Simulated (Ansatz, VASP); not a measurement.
# Two plane-wave programs on V

Contents of INCAR:

```
ALGO     = Normal         # electronic algorithm
EDIFF    = 1E-6           # SCF threshold, eV
ENCUT    = 520            # plane-wave cutoff, eV
GGA      = PE             # functional
ISIF     = 2              # what is computed and relaxed
ISMEAR   = -1             # smearing method
ISPIN    = 2              # spin polarisation
LASPH    = T              # aspherical terms in the spheres
LCHARG   = F              # write CHGCAR
LMAXMIX  = 4              # l up to which the mixer works
LORBIT   = 11             # projections on sites
LREAL    = F              # projectors in reciprocal space
LWAVE    = F              # write WAVECAR
MAGMOM   = 2              # initial moments
NBANDS   = 16             # bands
NELM     = 150            # most SCF steps
PREC     = Accurate       # precision mode
SIGMA    = 0.05           # smearing width, eV
```

KPOINTS

```
k-points
0
Gamma
  11 11 11
```

File POSCAR:

```
V
1.0
   -1.5136500000      1.5136500000      1.5136500000
    1.5136500000     -1.5136500000      1.5136500000
    1.5136500000      1.5136500000     -1.5136500000
V
1
Direct
    0.0000000000      0.0000000000      0.0000000000
```

Input for Ansatz:

```yaml
crystal:
  lattice:
    - [-1.51365, 1.51365, 1.51365]
    - [1.51365, -1.51365, 1.51365]
    - [1.51365, 1.51365, -1.51365]
  atoms:
    - { symbol: V, position: [0.0, 0.0, 0.0], spin: 2.0 }
magnetization:
  spin_polarized: true
hamiltonian:
  xc: pbe
  pseudopotentials: { kind: paw }
basis:
  ecutwfc: 420
kpoints:
  mp_grid: { grid: [11, 11, 11] }
scf:
  occupations: { method: fermi_dirac, width: 0.05 }
  lower_state_search: "off"
output:
  forces: true
  stress: true
  write_density: true
  write_potential: true
  elf: true
  volumetric_format: npy
```

Alike in both runs: task single point; functional PBE; k mesh 11 × 11 × 11; occupations fermi-dirac, width 0.05 eV; collinear spin.

|  | VASP | Ansatz |
| --- | --- | --- |
| version | VASP 6.6.1 | Ansatz 0.2.0 |
| potentials or method | VASP PAW PBE potentials, release 64 (V_sv) | PAW, plane waves, scalar-relativistic |
| plane-wave cutoff (eV) | 520 | 420 |
| valence electrons in the cell | 13 | 13 |

|  | VASP | Ansatz | Ansatz less VASP |
| --- | --- | --- | --- |
| pressure (GPa) | -4.8 | -5.0 | -0.21 |
| net moment per atom (μB) | 0.00 | 0.00 | 0.000 |

The functional is the same, so the differences come from potentials, cutoffs and numerics. Ansatz warned: «seeded_moment_not_kept».
